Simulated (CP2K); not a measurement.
Set up this calculation in CP2K 2026.2, as the native input.

| Quantity | Value |
| --- | --- |
| Task | band structure |
| Functional | r2SCAN |
| Potentials or basis | GTH_POTENTIALS Zr GTH-PBE-q12, O GTH-PBE-q6; DZVP-MOLOPT-SR-GTH basis |
| Density cutoff | 12245 eV |
| k mesh | 9 × 9 × 9 |
| Occupations | fermi-dirac, width 0.05 eV |
| Spin | no spin polarisation |
| SCF solver | diagonalisation with k points |
| Quickstep method | GPW |
| EPS_DEFAULT | 1.0E-9 |
| EPS_SCF | 1.0E-6 |
| MAX_SCF | 100 |
| SCF_GUESS | ATOMIC |
| k points reduced by the point group | yes |
| Mesh centred on Gamma | yes |
| CHOLESKY | OFF |
| EPS_EIGVAL | 1.0E-7 |
| MIXING METHOD | BROYDEN_MIXING |
| MIXING ALPHA | 0.4 |
| NBUFFER | 8 |
| NGRIDS | 4 |
| Basis sets | Zr DZVP-MOLOPT-SR-GTH-q12, O DZVP-MOLOPT-SR-GTH-q6 |
| Potentials | Zr GTH-PBE-q12 of GTH_POTENTIALS, O GTH-PBE-q6 of GTH_POTENTIALS |
| ADDED_MOS | [15] |
| Points a segment of the path (NPOINTS) | 8 |
| Bands added on the path | 6 |
| REL_CUTOFF (Ry) | 60 Ry |
| MIXING BETA (1/bohr) | 1.5 1/bohr |
| CUTOFF of the grids | 900 Ry |

The system is ZrO2.

```
Zr O
1.0
     3.59928    0.00000    0.00000
     1.79964    3.11706    0.00000
     1.79964    1.03902    2.93880
Zr O
1 2
Direct
  0.00000 0.00000 0.00000
  0.75000 0.75000 0.75000
  0.25000 0.25000 0.25000
```

Measurements of this composition are mostly on another form, of space group No. 14.

One way to write it, as run:

zro2_bands.inp

```
&GLOBAL
  PROJECT zro2_bands
  RUN_TYPE ENERGY_FORCE
  PRINT_LEVEL LOW
&END GLOBAL
&FORCE_EVAL
  METHOD QS
  STRESS_TENSOR ANALYTICAL
  &DFT
    BASIS_SET_FILE_NAME BASIS_MOLOPT
    POTENTIAL_FILE_NAME GTH_POTENTIALS
    &MGRID
      CUTOFF 900
      REL_CUTOFF 60
      NGRIDS 4
    &END MGRID
    &QS
      METHOD GPW
      EPS_DEFAULT 1.0E-9
    &END QS
    &KPOINTS
      SCHEME MONKHORST-PACK 9 9 9
      GAMMA_CENTERED T
      SYMMETRY T
      SYMMETRY_BACKEND SPGLIB
    &END KPOINTS
    &SCF
      SCF_GUESS ATOMIC
      EPS_SCF 1.0E-6
      MAX_SCF 100
      ADDED_MOS 15
      CHOLESKY OFF
      EPS_EIGVAL 1.0E-7
      &DIAGONALIZATION ON
        ALGORITHM STANDARD
      &END DIAGONALIZATION
      &MIXING ON
        METHOD BROYDEN_MIXING
        ALPHA 0.4
        BETA 1.5
        NBUFFER 8
      &END MIXING
      &SMEAR ON
        METHOD FERMI_DIRAC
        ELECTRONIC_TEMPERATURE [K] 580.226
      &END SMEAR
    &END SCF
    &XC
      &XC_FUNCTIONAL
        &MGGA_X_R2SCAN
        &END MGGA_X_R2SCAN
        &MGGA_C_R2SCAN
        &END MGGA_C_R2SCAN
      &END XC_FUNCTIONAL
    &END XC
    &PRINT
      &KPOINTS ON
      &END KPOINTS
      &MULLIKEN ON
      &END MULLIKEN
      &MO ON
        ENERGIES T
        OCCUPATION_NUMBERS T
        &EACH
          QS_SCF 0
        &END EACH
        ADD_LAST NUMERIC
      &END MO
      &BAND_STRUCTURE
        FILE_NAME bands.bs
        ADDED_MOS 6
        &KPOINT_SET
          UNITS B_VECTOR
          NPOINTS 8
          SPECIAL_POINT GAMMA 0.00000000 0.00000000 0.00000000
          SPECIAL_POINT X 0.50000000 0.00000000 0.50000000
          SPECIAL_POINT W 0.50000000 0.25000000 0.75000000
          SPECIAL_POINT K 0.37500000 0.37500000 0.75000000
          SPECIAL_POINT GAMMA 0.00000000 0.00000000 0.00000000
          SPECIAL_POINT L 0.50000000 0.50000000 0.50000000
          SPECIAL_POINT U 0.62500000 0.25000000 0.62500000
          SPECIAL_POINT W 0.50000000 0.25000000 0.75000000
          SPECIAL_POINT L 0.50000000 0.50000000 0.50000000
          SPECIAL_POINT K 0.37500000 0.37500000 0.75000000
        &END KPOINT_SET
        &KPOINT_SET
          UNITS B_VECTOR
          NPOINTS 8
          SPECIAL_POINT U 0.62500000 0.25000000 0.62500000
          SPECIAL_POINT X 0.50000000 0.00000000 0.50000000
        &END KPOINT_SET
      &END BAND_STRUCTURE
    &END PRINT
  &END DFT
  &SUBSYS
    &CELL
      A 3.5992763378 0.0000000000 0.0000000000
      B 1.7996381689 3.1170647437 0.0000000000
      C 1.7996381689 1.0390215812 2.9387968236
      PERIODIC XYZ
    &END CELL
    &COORD
      SCALED
      Zr  0.0000000000 0.0000000000 0.0000000000
      O   0.7500000000 0.7500000000 0.7500000000
      O   0.2500000000 0.2500000000 0.2500000000
    &END COORD
    &KIND Zr
      BASIS_SET DZVP-MOLOPT-SR-GTH-q12
      POTENTIAL GTH-PBE-q12
    &END KIND
    &KIND O
      BASIS_SET DZVP-MOLOPT-SR-GTH-q6
      POTENTIAL GTH-PBE-q6
    &END KIND
    &PRINT
      &ATOMIC_COORDINATES ON
      &END ATOMIC_COORDINATES
      &CELL ON
      &END CELL
    &END PRINT
  &END SUBSYS
  &PRINT
    &FORCES ON
    &END FORCES
    &STRESS_TENSOR ON
    &END STRESS_TENSOR
  &END PRINT
&END FORCE_EVAL
```

Potentials or basis: GTH_POTENTIALS Zr GTH-PBE-q12, O GTH-PBE-q6; DZVP-MOLOPT-SR-GTH basis.

Run with:

```bash
$ OMP_NUM_THREADS=1 cp2k.psmp -i zro2_bands.inp -o zro2_bands.out
```

Results of the run:

The pressure is 0.1 GPa and the band gap on the k mesh is 3.89 eV, indirect (least direct gap 4.39 eV). The band gap along the path is 3.84 eV, indirect (least direct gap 4.32 eV). The mulliken charges are Zr +1.60; O -0.80 e.

Caveat: Mulliken charges move with the basis; the potentials were made for another functional, which shifts forces and pressure; the basis of atomic orbitals isn't converged, which shifts pressures, moduli and gaps.

Wall time 3.7 min on 1 thread of Arm Neoverse V2, with other jobs on the host, peak memory 0.48 GiB.
